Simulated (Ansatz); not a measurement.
RuO₂:
```yaml
crystal:
  lattice:
    - [4.47936, 0.00000, 0.00000]
    - [0.00000, 4.47936, 0.00000]
    - [0.00000, 0.00000, 3.10742]
  atoms:
    - { symbol: Ru, position: [0.50000, 0.50000, 0.50000] }
    - { symbol: Ru, position: [0.00000, 0.00000, 0.00000] }
    - { symbol: O, position: [0.80533, 0.19467, 0.50000] }
    - { symbol: O, position: [0.19467, 0.80533, 0.50000] }
    - { symbol: O, position: [0.30533, 0.30533, 0.00000] }
    - { symbol: O, position: [0.69467, 0.69467, 0.00000] }
```

Relaxed with r²SCAN.

**Question.** Map the valence electron density (e/Å³), cut off at 5 on the plane through (0.500, 0.500, 0.500) spanned by u = [0, 0, 1] and v = [1, 1, 0] in lattice vectors, from DFT-r²SCAN in the program Ansatz with PAW potentials.

**Answer.** x is the fraction of u, y of v (the angle between them is 90°; rows are the nearest grid lines); atoms in the plane: Ru at (0.00, 0.00), Ru at (0.50, 0.50), O at (0.50, 0.81), O at (0.50, 0.19).
```
y \ x   0.000  0.0625  0.188  0.250  0.375  0.438  0.562  0.625  0.750  0.812  0.938   1.00
------  -----  ------  -----  -----  -----  -----  -----  -----  -----  -----  -----  -----
1.00     5.00    5.00   5.00   2.31  0.393  0.271  0.271  0.393   2.31   5.00   5.00   5.00
0.938    5.00    5.00   2.57   1.19  0.618  0.643  0.643  0.618   1.19   2.57   5.00   5.00
0.844   0.780   0.693  0.573  0.916   3.77   5.00   5.00   3.77  0.916  0.573  0.693  0.780
0.781   0.163   0.172  0.365  0.784   4.13   5.00   5.00   4.13  0.784  0.365  0.172  0.163
0.688   0.063   0.069  0.156  0.278  0.806   1.14   1.14  0.806  0.278  0.156  0.069  0.063
0.625   0.104   0.115  0.239  0.419   1.17   1.58   1.58   1.17  0.419  0.239  0.115  0.104
0.531   0.231   0.257  0.731   2.04   5.00   5.00   5.00   5.00   2.04  0.731  0.257  0.231
0.469   0.231   0.257  0.731   2.04   5.00   5.00   5.00   5.00   2.04  0.731  0.257  0.231
0.375   0.104   0.115  0.239  0.419   1.17   1.58   1.58   1.17  0.419  0.239  0.115  0.104
0.312   0.063   0.069  0.156  0.278  0.806   1.14   1.14  0.806  0.278  0.156  0.069  0.063
0.219   0.163   0.172  0.365  0.784   4.13   5.00   5.00   4.13  0.784  0.365  0.172  0.163
0.156   0.780   0.693  0.573  0.916   3.77   5.00   5.00   3.77  0.916  0.573  0.693  0.780
0.0625   5.00    5.00   2.57   1.19  0.618  0.643  0.643  0.618   1.19   2.57   5.00   5.00
0.000    5.00    5.00   5.00   2.31  0.393  0.271  0.271  0.393   2.31   5.00   5.00   5.00
```

The density is the valence pseudo-density with augmentation charge, so density and ELF within about 1 Å of a nucleus are not all-electron values.

Space group P4_2/mnm (rutile). The r²SCAN relaxation kept the symmetry of its start; of distortions, only those at the zone centre were tested. No spin polarisation was allowed.

Potentials: the later of the program's two PAW sets.
